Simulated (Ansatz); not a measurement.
GaSb: energy along a strain

GaSb, F-43m, a = 6.118 Å (as given, not relaxed at this level: 0.4 GPa). Ansatz: r2SCAN, PAW, 500 eV, Γ-centred 10×10×10 mesh on 2 atoms, Gaussian smearing 0.05 eV; no spin polarisation. Cell vectors (Å): 0.000 3.059 3.059; 3.059 0.000 3.059; 3.059 3.059 0.000. The cell is strained by x per cent times the pattern (1 0 0 0 0 0) in the order xx yy zz yz xz xy (engineering shears), with fractional coordinates held. y is the free energy over the start, V0 = 28.625 Å³/atom.

| x (%) | y (meV/atom) |
| --- | --- |
| -6.00 | 33.96 |
| -4.50 | 19.67 |
| -3.00 | 9.33 |
| -1.50 | 2.82 |
| 0.00 | 0.00 |
| 1.50 | ? |
| 3.00 | 4.88 |
| 4.50 | 12.27 |
| 5.25 | 17.10 |
| 6.00 | 22.67 |

Fit y = c1 x + c2 x² + c3 x³ to the other rows, get the stiffness along the pattern, and predict the missing energy.

Least squares on the rows shown. y = −0.67387 x + 0.78723 x² − 0.0073917 x³. The clamped-ion stiffness p·C·p = 2 × 7.872 eV × 160.2 / 28.625 Å³ = 88 GPa, which is C11 in these axes (second derivative at the start, which stands under stress). At x = 1.50 the fit asked for gives 0.74 meV/atom. The run gave 0.74 meV/atom, the same to the digits shown.